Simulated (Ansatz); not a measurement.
# HPt3: the cost of one run

Computed with Ansatz 0.2.0 (DFT PBE, scalar-relativistic, plane waves, PAW, unless a step's input says otherwise).

The COD entry's cell or inner coordinates are ideal or old and differ from later refinements, so a difference from it is no clean test against experiment.

2 further runs of the same task are left out: 2 set aside as unsound or not needed.

**1. The starting structure**

Symmetry: Fm-3m, No. 225, cubic system. Conventional cell: a = 3.916 Å, b = 3.916 Å, c = 3.916 Å, α = 90.00°, β = 90.00°, γ = 90.00°. Around Pt (site symmetry m-3m) lie 12 Pt at 2.77 Å.

Structure file:

```cif
data_structure
_symmetry_space_group_name_H-M 'P 1'
_symmetry_Int_Tables_number 1
_cell_length_a 2.7689
_cell_length_b 2.7689
_cell_length_c 2.7689
_cell_angle_alpha 60.000
_cell_angle_beta 60.000
_cell_angle_gamma 60.000
_cell_volume 15.01
loop_
_atom_site_label
_atom_site_type_symbol
_atom_site_fract_x
_atom_site_fract_y
_atom_site_fract_z
_atom_site_occupancy
Pt1 Pt 0.00000 0.00000 0.00000 1
```

Source of the structure: the Crystallography Open Database.

**7. Setting up the map**

Atoms count from 1 in the order of the input.

H is moved over the surface cell; relaxed at each place: the height of the adsorbate's atoms; substrate rigid; the origin of the map has the adsorbate above Pt3.

The axes are (1) position of H4 along the first surface vector, from above Pt3: 6 values from 0.000 to 0.833, periodic; (2) position of H4 along the second surface vector, from above Pt3: 6 values from 0.000 to 0.833, periodic.

Relaxed at each point: the height of the adsorbate's atoms; substrate rigid. Points are written as (first, second).

The two vectors of the plane (Å): (2.807, 0.000, 0.000); (0.000, 2.807, 0.000).

(The set-up runs are not shown.)

**8. The run at (0/6, 0/6) of the map's two axes**

Input file input.yaml:

```yaml
crystal:
  lattice:
    - [2.8071640668, 0.0, 0.0]
    - [0.0, 2.8071640668, 0.0]
    - [0.0, 0.0, 19.3513900635]
  atoms:
    - { symbol: Pt, position: [0.5, 0.5, 0.2067034971] }
    - { symbol: Pt, position: [0.0, 0.0, 0.3062505493] }
    - { symbol: Pt, position: [0.5, 0.5, 0.4057274458] }
    - { symbol: H, position: [0.5, 0.5, 0.4925429146] }
basis:
  ecutwfc: 420
kpoints:
  mp_grid: { grid: [9, 9, 1] }
hamiltonian:
  xc: pbe
  pseudopotentials: { kind: paw, azcp: { folder: soft_1 } }
scf:
  occupations: { method: gaussian, width: 0.1 }
output:
  forces: true
  eigenvalues: true
relax:
  adjacent_minimum: "off"
  f_tol: 0.025
  max_steps: 16
  constraints: [{ sites: [0, 1, 2] }, { sites: [3], fix: xy }]
efield:
  axis: 3
  dipole_correction: true
  ramp_width: 0.04
```

The run is started by

```bash
$ ansatz run input.yaml --threads 1 --pin off --max-ram 3072MiB --backend cpu --events-out ev --progress --plain --runs-dir out
```

Q: Estimate wall time and peak memory on 1 thread of Intel Xeon Platinum 8259CL at 2.50GHz (Skylake/Cascade Lake), shared host.

About 30 s, with a peak of 0.43 GiB.
